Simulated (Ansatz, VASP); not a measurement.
**Te in VASP and in Ansatz**

File INCAR:

```
SYSTEM = Te
PREC = Accurate
ENCUT = 520
EDIFF = 1E-6
ISMEAR = -1
SIGMA = 0.08
LREAL = .FALSE.
LASPH = .TRUE.
NELM = 60
ALGO = Normal
ISIF = 2
LWAVE = .FALSE.
LCHARG = .TRUE.
GGA = PS
LELF = .TRUE.
LVHAR = .TRUE.
NBANDS = 9
```

KPOINTS

```
regular mesh
0
G
  13 13 13
  0 0 0
```

POSCAR

```
Te
1.0
    2.3776370739      0.0000000000      0.0000000000
    0.0000000000      2.3776370739      0.0000000000
    0.0000000000      0.0000000000      2.3776370739
Te
1
Direct
    0.0000000000      0.0000000000      0.0000000000
```

Input for Ansatz:

```yaml
crystal:
  lattice:
    - [2.3776370739, 0.0, 0.0]
    - [0.0, 2.3776370739, 0.0]
    - [0.0, 0.0, 2.3776370739]
  atoms:
    - { symbol: Te, position: [0.0, 0.0, 0.0] }
kpoints:
  mp_grid: { grid: [13, 13, 13] }
  band_path:
    path:
      - [0.0, 0.0, 0.0]
      - [0.0, 0.5, 0.0]
      - [0.5, 0.5, 0.0]
      - [0.0, 0.0, 0.0]
      - [0.5, 0.5, 0.5]
      - [0.0, 0.5, 0.0]
      - [0.5, 0.5, 0.5]
      - [0.5, 0.5, 0.0]
    npoints: 8
scf:
  occupations: { method: fermi_dirac, width: 0.08 }
hamiltonian:
  xc: pbesol
  pseudopotentials: { kind: paw }
output:
  forces: true
  stress: true
  eigenvalues: true
  populations: true
  dos: { projected: true, de: 0.2, e_range: [-14, 8] }
```

Change from the starting cell: volume scaled by 0.43, PAW files.

Alike in both runs: task single point; functional PBEsol; k mesh 13 × 13 × 13; occupations fermi-dirac, width 0.08 eV; no spin polarisation.

|  | VASP | Ansatz |
| --- | --- | --- |
| version | VASP 6.6.1 | Ansatz 0.2.0 |
| potentials or method | VASP PAW PBE potentials, release 64 (Te) | PAW with Ansatz's default frozen-core files, scalar-relativistic |
| plane-wave cutoff (eV) | 520 | 420 |
| valence electrons in the cell | 6 | 16 |

Ansatz gave:

- pressure (GPa): 286.7

Task: Which values does VASP return?

Result: Pressure (GPa): 294.2.

The two sets of potentials don't hold the same shells in valence.

Caveats: the cell as given lies far from equilibrium; so large a pressure means that the cell lies far from this level's equilibrium, or that cutoff or potentials fall short (VASP); the potentials were made for another functional, which shifts forces and pressure (VASP). The runs have no spin-orbit coupling, so splittings on Te are missing.
